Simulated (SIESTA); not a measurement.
The system is ZrC.

```
Zr C
1.0
     0.00000    2.36500    2.36500
     2.36500    0.00000    2.36500
     2.36500    2.36500    0.00000
Zr C
1 1
Direct
  0.50000 0.50000 0.50000
  0.00000 0.00000 0.00000
```

Base run:

- Program: SIESTA 5.4.2
- Functional: BLYP
- Potentials or basis: PseudoDojo 0.4 standard (PBE files)
- Basis: DZP (energy shift 0.003 Ry; two zetas on semicore shells)
- Grid cutoff: 800 Ry
- Energy shift: 0.003 Ry
- k mesh: 10 × 10 × 10
- Occupations: fermi-dirac, width 0.05 eV
- Spin: no spin polarisation

Its results: band gap on the k mesh none (metal or under the smearing width); pressure 6.7 GPa.

Task: The run is repeated on the same cell with these changes: functional from BLYP to AM05; potentials or basis from PseudoDojo 0.4 standard (PBE files) to PseudoDojo 0.4 standard (PBEsol files). What comes out?

Result: Band gap on the k mesh none (metal or under the smearing width); pressure -7.0 GPa.

Caveats: the potentials were made for another functional, which shifts forces and pressure; the basis of atomic orbitals isn't converged, which shifts pressures, moduli and gaps.
